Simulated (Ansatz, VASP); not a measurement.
# Si in VASP and in Ansatz

```xyz
2
Lattice="0.0000 2.7245 2.7245 2.7245 0.0000 2.7245 2.7245 2.7245 0.0000" Properties=species:S:1:pos:R:3 pbc="T T T"
Si    2.7245    2.7245    2.7245
Si    4.0867    4.0867    4.0867
```

Change from the starting cell: volume scaled by 1.01.

Alike in both runs: task single point; functional LDA; k mesh 12 × 12 × 12; occupations fermi-dirac, width 0.08 eV; no spin polarisation.

```csv
,VASP,Ansatz
version,VASP 6.6.1,Ansatz 0.2.0
potentials or method,"VASP PAW LDA potentials, release 64 (Si), cutoff 520 eV","all-electron LAPW, scalar-relativistic"
```

Ansatz gave:

| Quantity | Value |
| --- | --- |
| pressure (GPa) | -2.4 |

What did VASP give for the same quantities?

Pressure (GPa): -2.3.

Ansatz ran all-electron here, so the differences hold the error of VASP's frozen core and of both bases.
